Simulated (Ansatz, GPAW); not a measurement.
**The basis that the transmission of N2 in line between two Ge chains needs**

Wanted: the zero-bias transmission of N2 in line between two Ge chains on a ladder of levels, with run times.

Main program and level: GPAW 26.7.0 and Ansatz 0.2.0; Ansatz plane waves; Landauer transmission by layers, zero bias, in the first sound run; inputs show where later runs differ.

## 1. Set-up

The cell holds 12 atoms: 10 Ge and 2 N. Its edges and angles: a = 9.000 Å, b = 9.000 Å, c = 25.775 Å, α = 90.0°, β = 90.0°, γ = 90.0°. Regions: left lead, 5 atoms (5 Ge); channel, 2 atoms (2 N); right lead, 5 atoms (5 Ge). Vacuum lies along a and b. The structure is stacked along c, and the current runs across the ab planes.

## 2. Plane-wave reference (PBE)

Plane waves give the reference curve, free of the bias of atom-centred orbitals.

Contents of input.yaml:

```yaml
crystal:
  lattice:
    - [9.0, 0.0, 0.0]
    - [0.0, 9.0, 0.0]
    - [0.0, 0.0, 25.7746]
  atoms:
    - { symbol: Ge, position: [0.5, 0.5, 0.0455875164] }
    - { symbol: Ge, position: [0.5, 0.5, 0.1367625492] }
    - { symbol: Ge, position: [0.5, 0.5, 0.227937582] }
    - { symbol: Ge, position: [0.5, 0.5, 0.3191126147] }
    - { symbol: Ge, position: [0.5, 0.5, 0.4102876475] }
    - { symbol: "N", position: [0.5, 0.5, 0.4778852048] }
    - { symbol: "N", position: [0.5, 0.5, 0.5221147952] }
    - { symbol: Ge, position: [0.5, 0.5, 0.5897123525] }
    - { symbol: Ge, position: [0.5, 0.5, 0.6808873853] }
    - { symbol: Ge, position: [0.5, 0.5, 0.772062418] }
    - { symbol: Ge, position: [0.5, 0.5, 0.8632374508] }
    - { symbol: Ge, position: [0.5, 0.5, 0.9544124836] }
kpoints:
  mp_grid: { grid: [1, 1, 3] }
hamiltonian:
  xc: pbe
scf:
  occupations: { method: fermi_dirac, width: 0.1 }
output:
  transmission:
    leads: [[0, 1]]
    e_range: [-2, 2]
    de: 0.05
    kmesh: [1, 1]
    reduced_basis: true
  write_potential: true
  write_density: true
  volumetric_format: npy
```

Command:

```console
$ ansatz run input.yaml --threads 2 --pin off --max-ram 4096MiB --backend cpu --events-out ev --progress --plain --runs-dir out
```

Numbers of over 12 decimals in the logs are rounded to 6 here.

The log of the run:

```text
Engine: ansatz 0.2.0, aarch64-unknown-linux-gnu
Pseudopotentials: kind: paw
Pseudopotential: Ge, paw, valence charge 14, recommended cutoff 420 eV (normal), Ge.paw.azcp
Pseudopotential: N, paw, valence charge 5, recommended cutoff 420 eV (normal), N.paw.azcp
Functional definition: PBE
  parameter kappa = 0.804
  parameter beta = 0.066725
  exchange = pbe_x(kappa = kappa, mu = beta*pi^2/3)
  correlation = pbe_c(beta = beta)
Crystal: 12 atoms, lattice volume = 2087.743 Å³
Basis set: ecut = 420 eV, 40867 PW (Γ)
Bands: 90, of which v1, the nominal top of the filled ones, is band 75 counted from 1 (74 counted from 0)
Symmetry: 16 space group operations
Space group: P4/mmm (ITA 123), of the structure as read, at distance tolerance 1.3e-4 Å
k-points: 2 of 3
Non-local potential: Ge, projectors of the file, l = 0: 2, l = 1: 2, l = 2: 3, l = 3: 1
Non-local potential: N, projectors of the file, l = 0: 2, l = 1: 2, l = 2: 1
PAW form: soft (Blöchl's): semilocal exchange-correlation on the pseudo side does not see the compensation charge
PAW one-centre angular grid: Ge, 590 points (default); XC on 64 Gauss nodes
PAW one-centre angular grid: N, 110 points (default); XC on 64 Gauss nodes
Initial density: superposition of atomic densities (neutral atoms: chi_scale 0, normalization atom), corrected by the library's trained network
Initial wavefunctions: pseudopotential atomic-orbital guess
Functional: x = pbe(κ = 0.804, μ = 0.219515), c = pbe(β = 0.066725)
SCF iter   1: F=—  HF=-43700.072836 eV  |F-HF|=—  |Δ(HF+E_count)|=         —  Δρ=5.38e-3  dr2=3.81e0  ethr=1.77e-3  ⟨swp⟩=6.0  Hψ=636  notcnv=0
preconditioner: auto → LDOS  [metal: Δε(μ)=0.197 eV  Ē_g=6.582 eV  σ=0.100 eV  W_gap=0.39  n_scr=202 (ndim 8)  ℏωp=5.5 eV  f_vac=0.756  D(μ)=11.23/eV (n_scr^D=28)  β→1.0]
SCF iter   2: F=—  HF=-43699.780934 eV  |F-HF|=—  |Δ(HF+E_count)|=   2.92e-1  Δρ=1.74e-3  dr2=1.80e-1  ethr=1.77e-3  ⟨swp⟩=3.0  Hψ=269  notcnv=0  defer=2
SCF iter   3: F=—  HF=-43699.806483 eV  |F-HF|=—  |Δ(HF+E_count)|=   2.55e-2  Δρ=6.90e-4  dr2=3.24e-2  ethr=1.20e-4  ⟨swp⟩=2.0  Hψ=284  notcnv=0  defer=2
SCF iter   4: F=—  HF=-43699.802716 eV  |F-HF|=—  |Δ(HF+E_count)|=   3.77e-3  Δρ=1.75e-4  dr2=2.11e-3  ethr=2.16e-5  ⟨swp⟩=2.0  Hψ=215  notcnv=0  defer=2
SCF iter   5: F=—  HF=-43699.802621 eV  |F-HF|=—  |Δ(HF+E_count)|=   9.49e-5  Δρ=6.16e-5  dr2=1.50e-4  ethr=1.41e-6  ⟨swp⟩=2.5  Hψ=301  notcnv=0  defer=2
SCF iter   6: F=—  HF=-43699.802635 eV  |F-HF|=—  |Δ(HF+E_count)|=   1.33e-5  Δρ=1.88e-5  dr2=1.80e-5  ethr=9.97e-8  ⟨swp⟩=2.0  Hψ=302  notcnv=0  defer=2
SCF iter   7: F=—  HF=-43699.802780 eV  |F-HF|=—  |Δ(HF+E_count)|=   1.45e-4  Δρ=5.77e-6  dr2=1.27e-6  ethr=1.20e-8  ⟨swp⟩=2.0  Hψ=292  notcnv=0  defer=2
SCF iter   8: F=—  HF=-43699.802781 eV  |F-HF|=—  |Δ(HF+E_count)|=   1.15e-6  Δρ=2.35e-6  dr2=1.95e-7  ethr=8.48e-10  ⟨swp⟩=2.0  Hψ=325  notcnv=0  defer=2
SCF iter   9: F=-43699.802781 eV  HF=-43699.802781 eV  |F-HF|=5.12e-8  |Δ(HF+E_count)|=   5.52e-8  Δρ=6.30e-7  dr2=1.89e-8  ethr=6.67e-11  ⟨swp⟩=9.5  Hψ=488  notcnv=0
SCF 1 converged in 9 iterations: F = -43699.802781 eV  dr2 = 1.89e-8
  greatest PAW one-centre occupation: 0.998 electrons in one spin orbital (limit 2), on the Ge atom at site 7 (counted from 0), in its partial waves of l = 2
transmission: 32 of 192 steps passed
transmission: 64 of 192 steps passed
[...]
transmission: 192 of 192 steps passed
WARN: The output density's exchange-correlation potential varies sharply where the density is thin. Do not read a vacuum level from v_tot or v_xc, or from such a field of the output density. On a cell that repeats whose density bears no net charge and no dipole along the vacuum's axis use v_es (v_loc + v_h of the components); under efield.dipole_correction with no amplitude use v_es + v_field, which holds any externa [...]
SCF converged after 9 iterations
Free energy (F): -43699.802781 eV
Harris-Foulkes:  -43699.802781 eV  (|F-HF|=5.12e-8)
Internal energy: -43699.444826 eV  (E = F + TS)
E sigma→0 (E₀):  -43699.623804 eV
Entropy (-TS):   -0.357955 eV (-29.830 meV/atom)
Fermi energy:    -3.287982 eV
--- Per-component energies (eV) ---
  E_band       = -3223.500143
  E_kinetic    = 1355.122498
  E_local      = -49928.794339  (includes V_loc(G=0)·N_el)
  E_nonlocal   = 4252.251472
  E_hartree    = 22490.203586
  E_xc         = -856.929640
  E_vxc        = -770.808414  (∫ρ·V_xc dr)
  E_paw        = -20422.988246  (= ΣΔE_a)
  E_vpaw       = -3111.674200  (= ΣTr[D̂ρ^β])
  E_aug_tail   = 0.003274  (compensation charges beyond the density's cutoff)
  E_ewald      = -588.313431
  E_smearing   = -0.357955  (= −TS)
  E_closure    = -0.000000  (closes the sum)
  Σ components = -43699.802781   (vs F -43699.802781, Δ=0.00e0)
--- Band table (eV) ---
  k-point 0: bands = [... 71 lower, -3.9547, -3.8806, -3.8806, -3.3030, -2.9698, -2.9698, -2.8877, -2.8877, ... 11 higher]
  k-point 1: bands = [... 71 lower, -4.1366, -3.6401, -3.6401, -3.3070, -3.3070, -3.1060, -2.5055, -2.5055, ... 11 higher]
--- Transmission ---
  basis      : 717 plane waves across, 32 finite elements along
  points     : 1, standing for a mesh of 1 x 1
  energies   : 81 from -2.000000 to 2.000000 eV about the Fermi level, 0.050000 eV apart; the leads are filled to 0.000000 eV, and channels, transmission and decay are at 0.000000 eV
  crystal 0  : Ge1, at the sites [0, 1], period 2.3500 Å, over 23.50 Å; its Hamiltonian steps by up to 17.4 meV
    offset         : up to 0.0000 Å between an atom of the period and one for which it stands
    channels       : 3.000000e0 a spin
    conductance    : none, the energies end too early or step too widely for 300 K: set another output.transmission.e_range or a lower de, or, where they end at an eighth of basis.ecutwfc, a higher one
  junction   : crystal 0 to crystal 0, 0.70 to 24.12 Å
    transmission   : 1.991935e0 a spin
    error estimate : 2.988038e-5 a spin from the reduction of the transverse basis, at the most 5.133524e-5 at -1.050000 eV
    conductance    : none, the energies end too early or step too widely for 300 K: set another output.transmission.e_range or a lower de, or, where they end at an eighth of basis.ecutwfc, a higher one
```

The job ended after 1.9 min (2 threads of Arm Neoverse V2, shared host; peak memory 2.3 GiB).

In the SCF lines HF is the Harris–Foulkes energy and dr2 the Hartree energy of the density residual, in eV; the loop may stop once dr2 is under the threshold and the program's other checks hold. Hψ counts applications of the Hamiltonian.

Numbers from this step:

| Item | Value |
| --- | --- |
| free energy | -43699.8028 eV |
| smearing term TS | 0.3580 eV |
| symmetry operations | 16 |
| lead level | 0 eV from the Fermi level |
| transmission at the Fermi level (one spin) | 1.992 |
| open channels of the lead at the Fermi level (one spin) | 3 |
| step of the potential along the lead | 17.4 meV |
| offset of the lead | 0 Å |

One spin. Table of transmission, zone mean by energy, zero at the Fermi level:

energy (eV), transmission, zone mean and a bar:
```
    -2.00       0.07 
    -1.90       0.07 
    -1.80       0.07 
    -1.70       0.07 
    -1.55       0.07 
    -1.45       0.07 
    -1.35       0.07 
    -1.25       0.07 
    -1.15       0.15 #
    -1.05       1.30 ###################
    -0.90       1.66 ########################
    -0.80       1.77 ##########################
    -0.70       1.84 ###########################
    -0.60       1.90 ############################
    -0.50       1.94 #############################
    -0.40       1.97 #############################
    -0.25       1.99 #############################
    -0.15       1.99 ##############################
    -0.05       1.99 ##############################
     0.00       1.99 ##############################
     0.05       1.99 #############################
     0.15       1.99 #############################
     0.25       1.98 #############################
     0.40       1.97 #############################
     0.50       1.97 #############################
     0.60       1.97 #############################
     0.70       1.97 #############################
     0.80       1.97 #############################
     0.90       1.97 #############################
     1.05       1.98 #############################
     1.15       1.98 #############################
     1.25       1.99 #############################
     1.35       1.99 ##############################
     1.45       2.00 ##############################
     1.55       2.00 ##############################
     1.70       2.01 ##############################
     1.80       2.02 ##############################
     1.90       2.02 ##############################
     2.00       2.02 ##############################
```

One spin. The open channels, zone mean by energy, zero at the Fermi level:

energy (eV), open channels, zone mean and a bar from the least value:
```
    -2.00       1.00 
    -1.85       1.00 
    -1.70       1.00 
    -1.60       1.00 
    -1.45       1.00 
    -1.30       1.00 
    -1.15       3.00 ##############################
    -1.05       3.00 ##############################
    -0.90       3.00 ##############################
    -0.75       3.00 ##############################
    -0.60       3.00 ##############################
    -0.50       3.00 ##############################
    -0.35       3.00 ##############################
    -0.20       3.00 ##############################
    -0.05       3.00 ##############################
     0.00       3.00 ##############################
     0.05       3.00 ##############################
     0.20       3.00 ##############################
     0.35       3.00 ##############################
     0.50       3.00 ##############################
     0.60       3.00 ##############################
     0.75       3.00 ##############################
     0.90       3.00 ##############################
     1.05       3.00 ##############################
     1.15       3.00 ##############################
     1.30       3.00 ##############################
     1.45       3.00 ##############################
     1.60       3.00 ##############################
     1.70       3.00 ##############################
     1.85       3.00 ##############################
     2.00       3.00 ##############################
```

Crystal 0, spin -, k parallel (0, 0); distinct values, listed up to 1.5 1/Å. Im kz of the slowest decaying states against energy, zero at the Fermi level:

```csv
energy (eV),decay 1 (Å⁻¹),decay 2 (Å⁻¹),decay 3 (Å⁻¹),decay 4 (Å⁻¹)
-2.0000,0.459,1.23,1.36,1.44
-1.7500,0.386,1.20,1.33,1.41
-1.5000,0.294,1.17,1.31,1.39
-1.2500,0.156,1.15,1.28,1.37
-1.0000,1.12,1.26,1.34,1.34
-0.7500,1.09,1.23,1.32,1.32
-0.5000,1.05,1.20,1.29,1.30
-0.2500,1.02,1.18,1.27,1.27
0.0000,0.989,1.15,1.24,1.25
0.2500,0.955,1.12,1.21,1.22
0.5000,0.919,1.09,1.18,1.19
0.7500,0.882,1.06,1.16,1.17
1.0000,0.844,1.03,1.13,1.14
1.2500,0.803,0.994,1.10,1.11
1.5000,0.761,0.960,1.07,1.08
1.7500,0.715,0.925,1.03,1.05
2.0000,0.667,0.889,1.00,1.02
```

Crystal 0, spin -, k parallel (0, 0). Table of Re kz of states that move upwards by energy, zero at the Fermi level:

```csv
energy (eV),channel 1 (Å⁻¹),channel 2 = channel 3 (Å⁻¹)
-2.00,-1.23,-
-1.85,-1.22,-
-1.70,-1.20,-
-1.60,-1.20,-
-1.45,-1.18,-
-1.30,-1.17,-
-1.15,-1.16,0.0260
-1.05,-1.15,0.161
-0.90,-1.14,0.252
-0.75,-1.12,0.318
-0.60,-1.11,0.373
-0.50,-1.10,0.406
-0.35,-1.09,0.451
-0.20,-1.08,0.492
-0.05,-1.07,0.529
0.00,-1.06,0.541
0.05,-1.06,0.553
0.20,-1.05,0.587
0.35,-1.03,0.620
0.50,-1.02,0.651
0.60,-1.01,0.671
0.75,-1.00,0.699
0.90,-0.991,0.727
1.05,-0.980,0.754
1.15,-0.972,0.772
1.30,-0.961,0.798
1.45,-0.949,0.823
1.60,-0.938,0.847
1.70,-0.931,0.864
1.85,-0.919,0.887
2.00,-0.908,0.911
```

Electrostatic potential energy of an electron (with the applied field's), less the Fermi level, planar mean against z:

```
z (Å)  electrostatic potential energy of an electron (with the applied field's), less the Fermi level, planar mean (eV)
  0.0                                                                                                              4.50
  0.5                                                                                                              4.01
  1.0                                                                                                              3.33
  1.5                                                                                                              3.49
  2.0                                                                                                              4.25
  2.5                                                                                                              4.44
  3.0                                                                                                              3.75
  3.5                                                                                                              3.27
  4.0                                                                                                              3.68
  4.5                                                                                                              4.39
  5.0                                                                                                              4.29
  5.5                                                                                                              3.53
  6.0                                                                                                              3.29
  6.5                                                                                                              3.91
  7.0                                                                                                              4.44
  7.5                                                                                                              4.04
  8.0                                                                                                              3.32
  8.5                                                                                                              3.33
  9.0                                                                                                              4.02
  9.5                                                                                                              4.29
 10.0                                                                                                              3.66
 10.5                                                                                                              3.05
 11.0                                                                                                              3.30
 11.5                                                                                                              4.02
 12.0                                                                                                              3.73
 12.5                                                                                                              3.51
 13.0                                                                                                              3.80
 13.5                                                                                                              3.45
 14.0                                                                                                              4.02
 14.5                                                                                                              3.72
 15.0                                                                                                              3.07
 15.5                                                                                                              3.25
 16.0                                                                                                              4.04
 16.5                                                                                                              4.29
 17.0                                                                                                              3.68
 17.5                                                                                                              3.21
 18.0                                                                                                              3.60
 18.5                                                                                                              4.34
 19.0                                                                                                              4.31
 19.5                                                                                                              3.57
 20.0                                                                                                              3.29
 20.5                                                                                                              3.86
 21.0                                                                                                              4.45
 21.5                                                                                                              4.12
 22.0                                                                                                              3.39
 22.5                                                                                                              3.39
 23.0                                                                                                              4.12
 23.5                                                                                                              4.48
 24.0                                                                                                              3.89
 24.5                                                                                                              3.29
 25.0                                                                                                              3.58
 25.5                                                                                                              4.35
```

Table of valence density, planar mean by z:

```csv
z (Å),"valence density, planar mean (e/Å³)"
0.0,0.0189
0.5,0.0300
1.0,0.175
1.5,0.102
2.0,0.0232
2.5,0.0197
3.0,0.0433
3.5,0.219
4.0,0.0528
4.5,0.0204
5.0,0.0214
5.5,0.0823
6.0,0.197
6.5,0.0340
7.0,0.0186
7.5,0.0271
8.0,0.149
8.5,0.125
9.0,0.0239
9.5,0.0188
10.0,0.0393
10.5,0.211
11.0,0.0635
11.5,0.0256
12.0,0.0511
12.5,0.0557
13.0,0.0482
13.5,0.0590
14.0,0.0361
14.5,0.0278
15.0,0.161
15.5,0.113
16.0,0.0248
16.5,0.0184
17.0,0.0412
17.5,0.219
18.0,0.0605
18.5,0.0201
19.0,0.0214
19.5,0.0734
20.0,0.203
20.5,0.0349
21.0,0.0189
21.5,0.0261
22.0,0.137
22.5,0.135
23.0,0.0259
23.5,0.0192
24.0,0.0361
24.5,0.207
25.0,0.0739
25.5,0.0214
```

T at the Fermi level is 1.99 of 3 open channels a spin.

[end of part 1 of 3]

[Logs are printed without paths, hosts, clocks, repeated set-up lines and the standing remarks that a program may print on its own settings, such as how far it seeks lower states.]

[Hosts, paths, dates, database ids (printed as entryN), source tags and the programs' standing remarks are cut or masked in the printed files.]
